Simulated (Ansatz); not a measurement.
# Te (R-3m) in Ansatz: single point with Slater exchange only

Aim: the single point of Te with Slater exchange only.

All numbers are computed with Ansatz 0.2.0; they aren't measurements. Logs are shortened: lines on timing, memory, paths and dates and some standing lists are left out, and cuts for length are marked.

### 1 The undisturbed crystal

It takes space group R-3m (No. 166, trigonal). Conventional cell: a = 4.612 Å, b = 4.612 Å, c = 5.073 Å, α = 90.00°, β = 90.00°, γ = 120.00°. Around Te (site symmetry -3m) lie 6 Te at 3.15 Å.

This isn't the form of Te at room conditions, which is trigonal, of chains.

### 2 Single point, Slater exchange only (cell strained at random at fixed volume)

input.yaml

```yaml
crystal:
  lattice:
    - [2.274926, 1.343027, 1.734428]
    - [-2.267063, 1.352254, 1.716441]
    - [0.011923, -2.652835, 1.692016]
  atoms:
    - { symbol: Te, position: [0.5, 0.5, 0.5] }
kpoints:
  mp_grid: { grid: [9, 9, 9] }
scf:
  occupations: { method: fermi_dirac, width: 0.1 }
hamiltonian:
  xc: { exchange: slater, correlation: none }
  pseudopotentials: { kind: all_electron, datasets: crystal }
output:
  forces: true
  stress: true
  eigenvalues: true
```

Potentials or basis: all-electron PAW datasets made for the crystal.

Started as:

```
$ ansatz run input.yaml --threads 1 --pin off --max-ram 2560MiB --backend cpu --events-out ev --progress --plain --runs-dir out
```

Output:

```text
Warning: RAYON_NUM_THREADS=1 ignored (pool sized by the plan → 1); use --threads N
hamiltonian.pseudopotentials.datasets: crystal makes datasets for this crystal and solves the spheres of its atoms anew in each pass: cutoff 140.0 eV, the density's 700.0 eV; for an error of 0.50 meV an atom under PBE, 0.5 meV for the cell; an energy difference from a run of another recipe may be off by several times the error for the cell, under r2SCAN by more, where some 0.1 meV an atom stays at smaller errors; Te in spheres of 1.376 Å, 6 of its electrons in bands, 10 on its site; only band paths and densities of states list, in semicore columns, the levels of the semicore shells that are solved separately: 4d of Te
Engine: ansatz 0.2.0, x86_64-unknown-linux-gnu
Pseudopotentials: kind: all_electron
Pseudopotential: Te, paw, valence charge 16, recommended cutoff 140 eV (normal), crystal/all_electron/lda/scalar/gaussian/Te, Koelling and Harmon's equation, gaussian nucleus
Functional definition: unnamed
  exchange = slater_x
  correlation = 0
Crystal: 1 atoms, lattice volume = 31.146 Å³
Basis set: ecut = 140 eV, 115 PW (Γ)
Bands: 7, of which v1, the nominal top of the filled ones, is band 3 counted from 1 (2 counted from 0)
Symmetry: 2 space group operations
Space group: P-1 (ITA 2), of the structure as read, at distance tolerance 3.1e-5 Å
k-points: 365 of 729
Non-local potential: Te, projectors of the file, l = 0: 1, l = 1: 1
PAW form: soft (Blöchl's): semilocal exchange-correlation on the pseudo side does not see the compensation charge
PAW one-centre angular grid: Te, 110 points (default); XC on its mesh's 1857 points in the sphere
Initial density: superposition of atomic densities (neutral atoms: chi_scale 0, normalization atom)
Initial wavefunctions: pseudopotential atomic-orbital guess
Functional: x = slater, c = none
iter 1 solved again at ethr=6.34e-4 eV; its pass at ethr=1.00e-1 eV (dr2=3.80e-2 eV) is discarded
SCF iter   1: F=—  HF=-184595.821047 eV  |F-HF|=—  |Δ(HF+E_count)|=         —  Δρ=9.85e-3  dr2=2.56e-2  ethr=6.34e-4  ⟨swp⟩=5.8  Hψ=20842  notcnv=0
preconditioner: auto → none  [metal: Δε(μ)=0.008 eV  Ē_g=12.177 eV  σ=0.100 eV  W_gap=0.02  n_scr=6 (ndim 8)  ℏωp=16.3 eV  f_vac=0.000  D(μ)=0.62/eV (n_scr^D=0)  sad-step TF]
SCF iter   2: F=—  HF=-184595.802261 eV  |F-HF|=—  |Δ(HF+E_count)|=   1.88e-2  Δρ=5.76e-3  dr2=8.35e-3  ethr=4.27e-4  ⟨swp⟩=2.1  Hψ=4091  notcnv=0  defer=30
iter 3 solved again at ethr=1.36e-6 eV; its pass at ethr=1.39e-4 eV (dr2=8.14e-5 eV) is discarded
SCF iter   3: F=—  HF=-184595.796150 eV  |F-HF|=—  |Δ(HF+E_count)|=   6.11e-3  Δρ=5.22e-4  dr2=7.13e-5  ethr=1.36e-6  ⟨swp⟩=2.8  Hψ=11186  notcnv=0  defer=1
eigensolver tolerance schedule: the retry pair's looser diagonalisation over-reported the residual by 0.14 of it (diagonalisation noise at 0.14 of the residual, at the tolerance the schedule requests for it); recorded, not acted on — ethr = c·dr2/N_el stays at c = 1.0e-1
SCF iter   4: F=—  HF=-184595.796048 eV  |F-HF|=—  |Δ(HF+E_count)|=   1.02e-4  Δρ=1.21e-4  dr2=4.17e-6  ethr=1.19e-6  ⟨swp⟩=2.0  Hψ=3784  notcnv=0  defer=2
SCF iter   5: F=—  HF=-184595.796034 eV  |F-HF|=—  |Δ(HF+E_count)|=   1.45e-5  Δρ=1.64e-5  dr2=9.44e-8  ethr=6.96e-8  ⟨swp⟩=3.0  Hψ=4131  notcnv=0
SCF iter   6: F=-184595.796034 eV  HF=-184595.796034 eV  |F-HF|=8.88e-9  |Δ(HF+E_count)|=   3.72e-8  Δρ=5.50e-6  dr2=1.05e-8  ethr=1.57e-9  ⟨swp⟩=3.0  Hψ=4945  notcnv=0
SCF 1 converged in 6 iterations: F = -184595.796036 eV  dr2 = 1.05e-8
  Residual-converged pass: ⟨swp⟩=3.0  Hψ=4590  notcnv=0  max |occ|·‖R‖ = 3.7e-6 eV (tolerance 3.7e-6 eV)  dr2=1.09e-8  dr2_onsite=1.18e-8  max |Δocc| = 2.4e-9
SCF converged after 6 iterations
Free energy (F): -184595.796036 eV
Harris-Foulkes:  -184595.796036 eV  (|F-HF|=8.88e-9)
Internal energy: -184595.775790 eV  (E = F + TS)
E sigma→0 (E₀):  -184595.785913 eV
Entropy (-TS):   -0.020246 eV (-20.246 meV/atom)
Past the cutoff: the bands carry plane waves up to 1.75 times it, of which those up to 1.5 times it add -0.000648 eV an atom, each by itself; the spheres take 0.000124 eV an atom off the energy for waves past 1.75 times it
By the cutoff:   a pressure is off by up to 0.005 GPa (1.2 times the spheres' own share and the shells' term, over an atom's volume, and 0.004 GPa: a bound that held against runs at twice the plane waves)
Past the cutoffs: a stress includes 0.0009 GPa for waves and charges beyond them, in addition to the slope of what the spheres take
In the spheres:  the bands' charges fall short by 5.5e-7 e at most (sound up to 1e-3), those of shells solved beside the bands by 3.1e-7 e (sound up to 5e-4)
Fermi energy:    13.512658 eV
--- Per-component energies (eV) ---
  E_band       = 45.791498
  E_kinetic    = 77.293988
  E_local      = -1335.340126  (includes V_loc(G=0)·N_el)
  E_nonlocal   = 6.173092
  E_hartree    = 628.698814
  E_xc         = -76.273523
  E_vxc        = -89.820393  (∫ρ·V_xc dr)
  E_paw        = -186978.021861  (= ΣΔE_a)
  E_vpaw       = -4614.742112  (= ΣTr[D̂ρ^β])
  E_ewald      = -1663.139484
  E_smearing   = -0.020246  (= −TS)
  E_closure    = 4744.833311  (closes the sum)
  Σ components = -184595.796036   (vs F -184595.796036, Δ=0.00e0)
  The terms above E_closure are by the made datasets' own strengths, without shells solved beside the bands.
--- Forces (eV/Å), atoms counted from 1 ---
  atom   1  Te     0.00000000     0.00000000     0.00000000
  max |Σ_I F_I| component: 0.00e0 eV/Å
--- Stress (GPa, compression-positive) ---
        2.851581      -0.024666      -0.062093
       -0.024666       2.893643      -0.055942
       -0.062093      -0.055942       2.792783
  P = ⅓ Tr σ = 2.8460 GPa (28.460 kbar)
  It holds what live shells' own plane waves past their cutoff add
--- Band table (eV; the first three rows and the last of 365) ---
  k-point 0: bands = ["-0.5010", "14.5123", "14.8107", "14.9728", "19.6233"]
  k-point 1: bands = ["-0.3449", "13.2336", "14.7872", "14.9659", "19.7810"]
  k-point 2: bands = ["0.1022", "10.7875", "15.1351", "15.3232", "20.2220"]
  k-point 364: bands = ["1.5608", "7.7111", "14.8298", "14.8592", "20.6111"]
```

It took 5 s on 1 thread of Intel Xeon 6975P-C (Granite Rapids), shared host; peak memory 0.44 GiB.

Results:

```yaml
Free_energy: -184595.7960 eV
Pressure: 2.8 GPa
Band_gap_on_the_k_mesh: none (metal or under the smearing width)
```

Spin-orbit coupling is left out, which matters for the levels of Te.
